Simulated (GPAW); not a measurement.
# CoO (P-6m2) in GPAW: further runs

The runs below take CoO through relaxation of cell and atoms, with PBE+D4, LDA, PBE, PBEsol.

Everything below comes from runs of GPAW 26.7.0. Logs are shortened: lines on timing, memory, paths and dates and some standing lists are left out, and cuts for length are marked. The log counts tension as positive stress, the text compression.

## (1) The crystal as given

Symmetry: P-6m2, No. 187, hexagonal system. The conventional cell has a = 2.828 Å, b = 2.828 Å, c = 2.722 Å, α = 90.00°, β = 90.00°, γ = 120.00°. Co (site symmetry -6m2) is surrounded by 6 O at 2.13 Å. O (site symmetry -6m2) has 6 Co at 2.13 Å as nearest neighbours.

The cell was built by a generator and needn't be a form met in nature.

## (2) Relaxation of cell and atoms, PBE+D4, collinear spin, ferromagnetic start

run.py reads:

```python
from ase import Atoms
from ase.calculators.mixing import SumCalculator
from ase.filters import FrechetCellFilter
from ase.io import write
from ase.optimize import BFGS
from dftd4.ase import DFTD4
from gpaw import GPAW, PW

atoms = Atoms(['Co', 'O'],
              cell=[[2.8284514434, 0.0, 0.0],
                    [-1.4142257217, 2.4495108034, 0.0],
                    [0.0, 0.0, 2.72172]],
              scaled_positions=[[0.0, 0.0, 0.5],
                                [0.6666666667, 0.3333333333, 0.0]],
              pbc=True)
atoms.set_initial_magnetic_moments([2.0, 0.0])

calc = GPAW(mode=PW(800),
            xc='PBE',
            kpts={'size': (8, 8, 7), 'gamma': True},
            occupations={'name': 'fermi-dirac', 'width': 0.05},
            nbands=17,
            convergence={'density': 1e-05, 'forces': 0.0001},
            maxiter=150,
            txt='gpaw.txt')
atoms.calc = SumCalculator([calc, DFTD4(method='pbe')])
opt = BFGS(FrechetCellFilter(atoms), trajectory='relax.traj', logfile='-')
done = opt.run(fmax=0.02, steps=60)
calc.write('gs.gpw')
write('result.traj', atoms)
print('Converged:', done)
print('Cell:', atoms.cell.cellpar().round(4))
print('Volume:', round(atoms.get_volume(), 4))
print(atoms.get_scaled_positions().round(5))
```

Potentials or basis: GPAW PAW data sets (gpaw-data 1.2.1), pw.

Command:

```console
$ OMP_NUM_THREADS=1 python run.py
```

gpaw.txt:

```text
__  _  _
 | _ |_)|_||  |
 |__||  | ||/\| - 26.7.0

Input parameters:
  mode=PW(ecut=800.0),
  convergence={'density': 1e-05, 'forces': 0.0001},
  kpts=MonkhorstPack(size=(8, 8, 7), gamma=True),
  maxiter=150,
  nbands=17,
  occupations=Occupations(name='fermi-dirac', width=0.05),
  xc=XC(name='PBE')

Diagonalizing LCAO Hamiltonian
Converting LCAO to pw mode

       Co

           O

Atoms  # Å, Bohr magnetons
|   | symbol |        x |        y |        z |    initial magnetic moments |
|---|--------|----------|----------|----------|-----------------------------|
| 0 |     Co | 0.000000 | 0.000000 | 1.360860 | ( 0.0000,  0.0000,  2.0000) |
| 1 |      O | 1.414226 | 0.816504 | 0.000000 | ( 0.0000,  0.0000,  0.0000) |

Unit cell  # Å
| periodic |         x |        y |        z |  lengths |     angles |
|----------|-----------|----------|----------|----------|------------|
|      yes |  2.828451 | 0.000000 | 0.000000 | 2.828451 |  90.000000 |
|      yes | -1.414226 | 2.449511 | 0.000000 | 2.828451 |  90.000000 |
|      yes |  0.000000 | 0.000000 | 2.721720 | 2.721720 | 120.000000 |

Number of symmetries: 12
Symmetry operations  # r_c * U_cc + t_c -> r_c
|    | kind |            matrix            |
|----|------|------------------------------|
|  0 |  σ   |  1, 1, 0,  0,-1, 0,  0, 0, 1 |
|  1 |  C2  |  1, 1, 0,  0,-1, 0,  0, 0,-1 |
|  2 |  E   |  1, 0, 0,  0, 1, 0,  0, 0, 1 |
|  3 |  σ   |  1, 0, 0,  0, 1, 0,  0, 0,-1 |
|  4 |  C3  |  0, 1, 0, -1,-1, 0,  0, 0, 1 |
|  5 |  S3  |  0, 1, 0, -1,-1, 0,  0, 0,-1 |
|  6 |  σ   |  0,-1, 0, -1, 0, 0,  0, 0, 1 |
|  7 |  C2  |  0,-1, 0, -1, 0, 0,  0, 0,-1 |
|  8 |  σ   | -1, 0, 0,  1, 1, 0,  0, 0, 1 |
|  9 |  C2  | -1, 0, 0,  1, 1, 0,  0, 0,-1 |
| 10 |  C3  | -1,-1, 0,  1, 0, 0,  0, 0, 1 |
| 11 |  S3  | -1,-1, 0,  1, 0, 0,  0, 0,-1 |

BZ-sampling:
  Number of BZ points: 448
  Number of IBZ points: 40
[... 206 lines left out ...]
Forces  # eV/Ang
|        x |        y |       z |
|----------|----------|---------|
| -0.00000 | -0.00000 | 0.00000 |  # Co   0
|  0.00000 |  0.00000 | 0.00000 |  # O    1

Diagonalizing LCAO Hamiltonian
Converting LCAO to pw mode

       Co

           O

Atoms  # Å, Bohr magnetons
|   | symbol |         x |        y |         z |    initial magnetic moments |
|---|--------|-----------|----------|-----------|-----------------------------|
| 0 |     Co | -0.000000 | 0.000000 |  1.360142 | ( 0.0000,  0.0000,  2.5356) |
| 1 |      O |  1.413318 | 0.815980 | -0.000000 | ( 0.0000,  0.0000,  0.3082) |

Unit cell  # Å
| periodic |         x |         y |         z |  lengths |     angles |
|----------|-----------|-----------|-----------|----------|------------|
|      yes |  2.826636 | -0.000000 | -0.000000 | 2.826636 |  90.000000 |
|      yes | -1.413318 |  2.447939 | -0.000000 | 2.826636 |  90.000000 |
|      yes | -0.000000 | -0.000000 |  2.720284 | 2.720284 | 120.000003 |

Number of symmetries: 4
Symmetry operations  # r_c * U_cc + t_c -> r_c
|   | kind |            matrix            |
|---|------|------------------------------|
| 0 |  E   |  1, 0, 0,  0, 1, 0,  0, 0, 1 |
| 1 |  σ   |  1, 0, 0,  0, 1, 0,  0, 0,-1 |
| 2 |  σ   |  0,-1, 0, -1, 0, 0,  0, 0, 1 |
| 3 |  C2  |  0,-1, 0, -1, 0, 0,  0, 0,-1 |
[... 209 lines left out ...]
Forces  # eV/Ang
|        x |        y |       z |
|----------|----------|---------|
| -0.00027 |  0.00016 | 0.00000 |  # Co   0
|  0.00027 | -0.00016 | 0.00000 |  # O    1

Interpolating wave functions to new cell

       Co

           O

Atoms  # Å, Bohr magnetons
|   | symbol |         x |        y |         z |    initial magnetic moments |
|---|--------|-----------|----------|-----------|-----------------------------|
| 0 |     Co | -0.000008 | 0.000004 |  1.357963 | ( 0.0000,  0.0000,  2.5354) |
| 1 |      O |  1.410626 | 0.814421 | -0.000000 | ( 0.0000,  0.0000,  0.3086) |

Unit cell  # Å
| periodic |         x |        y |         z |  lengths |     angles |
|----------|-----------|----------|-----------|----------|------------|
|      yes |  2.821232 | 0.000007 | -0.000000 | 2.821232 |  90.000000 |
|      yes | -1.410610 | 2.443262 | -0.000000 | 2.821232 |  90.000000 |
|      yes | -0.000000 | 0.000000 |  2.715927 | 2.715927 | 119.999734 |

Number of symmetries: 4
Symmetry operations  # r_c * U_cc + t_c -> r_c
|   | kind |            matrix            |
|---|------|------------------------------|
| 0 |  E   |  1, 0, 0,  0, 1, 0,  0, 0, 1 |
| 1 |  σ   |  1, 0, 0,  0, 1, 0,  0, 0,-1 |
| 2 |  σ   |  0,-1, 0, -1, 0, 0,  0, 0, 1 |
| 3 |  C2  |  0,-1, 0, -1, 0, 0,  0, 0,-1 |
[... 206 lines left out ...]
Forces  # eV/Ang
|        x |        y |       z |
|----------|----------|---------|
| -0.00024 |  0.00014 | 0.00000 |  # Co   0
|  0.00024 | -0.00014 | 0.00000 |  # O    1

Interpolating wave functions to new cell

       Co

           O

Atoms  # Å, Bohr magnetons
|   | symbol |         x |        y |         z |    initial magnetic moments |
|---|--------|-----------|----------|-----------|-----------------------------|
| 0 |     Co | -0.000025 | 0.000015 |  1.354179 | ( 0.0000,  0.0000,  2.5350) |
| 1 |      O |  1.405212 | 0.811285 | -0.000000 | ( 0.0000,  0.0000,  0.3097) |

Unit cell  # Å
| periodic |         x |        y |         z |  lengths |     angles |
|----------|-----------|----------|-----------|----------|------------|
|      yes |  2.810360 | 0.000022 |  0.000000 | 2.810360 |  90.000000 |
|      yes | -1.405161 | 2.433855 | -0.000000 | 2.810360 |  90.000000 |
|      yes |  0.000000 | 0.000000 |  2.708359 | 2.708359 | 119.999083 |

Number of symmetries: 4
Symmetry operations  # r_c * U_cc + t_c -> r_c
|   | kind |            matrix            |
|---|------|------------------------------|
| 0 |  E   |  1, 0, 0,  0, 1, 0,  0, 0, 1 |
| 1 |  σ   |  1, 0, 0,  0, 1, 0,  0, 0,-1 |
| 2 |  σ   |  0,-1, 0, -1, 0, 0,  0, 0, 1 |
| 3 |  C2  |  0,-1, 0, -1, 0, 0,  0, 0,-1 |
[... 207 lines left out ...]
Forces  # eV/Ang
|        x |        y |       z |
|----------|----------|---------|
| -0.00008 |  0.00004 | 0.00000 |  # Co   0
|  0.00008 | -0.00005 | 0.00000 |  # O    1

Interpolating wave functions to new cell

       Co

           O

Atoms  # Å, Bohr magnetons
|   | symbol |         x |        y |         z |    initial magnetic moments |
|---|--------|-----------|----------|-----------|-----------------------------|
| 0 |     Co | -0.000022 | 0.000013 |  1.355568 | ( 0.0000,  0.0000,  2.5341) |
| 1 |      O |  1.406516 | 0.812040 | -0.000000 | ( 0.0000,  0.0000,  0.3118) |

Unit cell  # Å
| periodic |         x |        y |         z |  lengths |     angles |
|----------|-----------|----------|-----------|----------|------------|
|      yes |  2.812975 | 0.000020 |  0.000000 | 2.812975 |  90.000000 |
|      yes | -1.406470 | 2.436118 | -0.000000 | 2.812975 |  90.000000 |
|      yes |  0.000000 | 0.000000 |  2.711137 | 2.711137 | 119.999171 |

Number of symmetries: 4
Symmetry operations  # r_c * U_cc + t_c -> r_c
|   | kind |            matrix            |
|---|------|------------------------------|
| 0 |  E   |  1, 0, 0,  0, 1, 0,  0, 0, 1 |
| 1 |  σ   |  1, 0, 0,  0, 1, 0,  0, 0,-1 |
| 2 |  σ   |  0,-1, 0, -1, 0, 0,  0, 0, 1 |
| 3 |  C2  |  0,-1, 0, -1, 0, 0,  0, 0,-1 |
[... 205 lines left out ...]
Forces  # eV/Ang
|        x |        y |       z |
|----------|----------|---------|
| -0.00011 |  0.00006 | 0.00000 |  # Co   0
|  0.00011 | -0.00006 | 0.00000 |  # O    1

Interpolating wave functions to new cell

       Co

           O

Atoms  # Å, Bohr magnetons
|   | symbol |         x |        y |         z |    initial magnetic moments |
|---|--------|-----------|----------|-----------|-----------------------------|
| 0 |     Co | -0.000024 | 0.000014 |  1.356074 | ( 0.0000,  0.0000,  2.5343) |
| 1 |      O |  1.406442 | 0.811997 | -0.000000 | ( 0.0000,  0.0000,  0.3112) |

Unit cell  # Å
| periodic |         x |        y |         z |  lengths |     angles |
|----------|-----------|----------|-----------|----------|------------|
|      yes |  2.812822 | 0.000023 |  0.000000 | 2.812822 |  90.000000 |
|      yes | -1.406392 | 2.435987 | -0.000000 | 2.812822 |  90.000000 |
|      yes |  0.000000 | 0.000000 |  2.712147 | 2.712147 | 119.999082 |

Number of symmetries: 4
Symmetry operations  # r_c * U_cc + t_c -> r_c
|   | kind |            matrix            |
|---|------|------------------------------|
| 0 |  E   |  1, 0, 0,  0, 1, 0,  0, 0, 1 |
| 1 |  σ   |  1, 0, 0,  0, 1, 0,  0, 0,-1 |
| 2 |  σ   |  0,-1, 0, -1, 0, 0,  0, 0, 1 |
| 3 |  C2  |  0,-1, 0, -1, 0, 0,  0, 0,-1 |
[... 204 lines left out ...]
Forces  # eV/Ang
|        x |        y |       z |
|----------|----------|---------|
| -0.00010 |  0.00006 | 0.00000 |  # Co   0
|  0.00010 | -0.00006 | 0.00000 |  # O    1

Interpolating wave functions to new cell

       Co

           O

Atoms  # Å, Bohr magnetons
|   | symbol |         x |        y |         z |    initial magnetic moments |
|---|--------|-----------|----------|-----------|-----------------------------|
| 0 |     Co | -0.000039 | 0.000023 |  1.359217 | ( 0.0000,  0.0000,  2.5344) |
| 1 |      O |  1.404987 | 0.811151 | -0.000000 | ( 0.0000,  0.0000,  0.3111) |

Unit cell  # Å
| periodic |         x |        y |         z |  lengths |     angles |
|----------|-----------|----------|-----------|----------|------------|
|      yes |  2.809871 | 0.000042 | -0.000000 | 2.809871 |  90.000000 |
|      yes | -1.404899 | 2.433440 | -0.000000 | 2.809871 |  90.000000 |
|      yes |  0.000000 | 0.000000 |  2.718433 | 2.718433 | 119.998304 |

Number of symmetries: 4
Symmetry operations  # r_c * U_cc + t_c -> r_c
|   | kind |            matrix            |
|---|------|------------------------------|
| 0 |  E   |  1, 0, 0,  0, 1, 0,  0, 0, 1 |
| 1 |  σ   |  1, 0, 0,  0, 1, 0,  0, 0,-1 |
| 2 |  σ   |  0,-1, 0, -1, 0, 0,  0, 0, 1 |
| 3 |  C2  |  0,-1, 0, -1, 0, 0,  0, 0,-1 |
[... 204 lines left out ...]
Forces  # eV/Ang
|        x |        y |       z |
|----------|----------|---------|
|  0.00004 | -0.00002 | 0.00000 |  # Co   0
| -0.00004 |  0.00002 | 0.00000 |  # O    1

# Writing to gs.gpw (mode='')
```

It took 5.4 min on 1 thread of Arm Neoverse V1, shared host; peak memory 0.36 GiB.

Results:

```
Free energy                            : -14.9196 eV
Relaxed volume                         : 9.29 Å³/atom
Relaxed cell                           : a = 2.810 Å, b = 2.810 Å, c = 2.718 Å, α = 90.00°, β = 90.00°, γ = 120.00°
Space group after relaxing (to 0.05 Å) : P-6m2 (No. 187)
Energy gained by relaxing              : 1.0 meV/atom
Ionic steps                            : 7
Pressure after relaxing                : -0.2 GPa
Band gap on the k mesh                 : none (metal or under the smearing width)
Net moment                             : 3.00 μB per cell
Site moments                           : Co +2.53; O +0.31 μB
Dispersion energy per atom             : -0.276 eV
```

Step by step:
```
step  energy change (eV)  largest force (eV/Å)  pressure (GPa)  volume (Å³)
   1              0.0000                0.0000           -1.44        18.86
   2             -0.0004                0.0003           -2.16        18.82
   3             -0.0014                0.0003           -1.41        18.72
   4             -0.0017                0.0001            0.64        18.53
   5             -0.0019                0.0001            0.05        18.58
   6             -0.0019                0.0001           -0.02        18.58
   7             -0.0020                0.0000           -0.19        18.59
```

Final structure:
```
Co O
1.0
     2.80987    0.00004    0.00000
    -1.40490    2.43344    0.00000
     0.00000    0.00000    2.71843
Co O
1 1
Direct
  0.99999 0.00001 0.50000
  0.66668 0.33332 0.00000
```

Caveat: each step starts from the last one's moments, so a moment once lost doesn't come back; later steps reuse the first step's grids; a cell with one magnetic atom can't hold antiferromagnetic order, which such compounds often take; semilocal functionals often make such compounds metallic where correlation or magnetic order opens a gap, which also shifts bond lengths; pairwise dispersion overbinds metals, which lowers pressure and volume. With open d or f shells a metallic result of PBE can be an artefact of self-interaction; +U or a hybrid may open a gap.

(Part 1 of 3 ends here.)
